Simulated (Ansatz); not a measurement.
BiTe under pressure: fit and missing row

BiTe, Fm-3m, a = 6.502 Å. The structure is a COD entry; whether it is the stable form wasn't checked. Ansatz: PBE, PAW, 420 eV, Γ-centred 12×12×12 mesh on 2 atoms, Gaussian smearing 0.10 eV; no spin polarisation. Cell and atoms are relaxed at each pressure, and no other structure is tried, so the rows at high pressure may lie past a change of phase.

| V (Å³/atom) | P (GPa) |
| --- | --- |
| ? | 90.05 |
| 22.745 | 50.01 |
| 25.981 | 25.02 |
| 28.946 | 12.00 |
| 31.967 | 4.00 |
| 33.669 | 1.00 |
| 34.366 | -0.01 |
| 35.146 | -1.00 |

Take V0 = 34.366 Å³/atom, count pressures from its P0 = -0.01 GPa, fit the third-order Birch–Murnaghan form to the other rows, and predict the missing volume.

With the Eulerian strain f = ½[(V0/V)^(2/3) − 1] and y = (P − P0)/[3f(1 + 2f)^(5/2)], the form is the line y = B0 + 1.5 B0 (B0′ − 4) f. Rows (f, y): 0.15836, 52.9; 0.10249, 51.1; 0.06061, 49.6; 0.02471, 47.9; 0.00688, 47.3; -0.00743, 46.1. Means f = 0.05760, y = 49.150; Σ(Δf)² = 0.02006, ΣΔfΔy = 0.8000; the slope is their ratio. y = 46.85 + 39.88 f GPa, so B0 = 46.9 GPa and B0′ = 4 + 2 × (39.88)/(3 × 46.85) = 4.57. P = 90.05 GPa is met at f = 0.21838 (y = 55.56), so V = V0 (1 + 2f)^(−3/2) = 19.955 Å³/atom. The run gave 19.843 Å³/atom, so the fit is 0.112 Å³/atom too high, 0.73 % of the span of the series, against an rms of 0.015 Å³/atom on the fitted rows. The row lies outside the fitted range. The points of y bend away from a line: a fourth-order term fitted to them gives P = 89.59 GPa at this row's volume (the line 92.20, the run 90.05). Also, this row ran on the mesh 14×14×14, its neighbour on 12×12×12, which can shift it a little.

The mesh isn't the same in all rows (12×12×12, 14×14×14). Spin–orbit coupling is left out, which can shift energies with elements as heavy as these.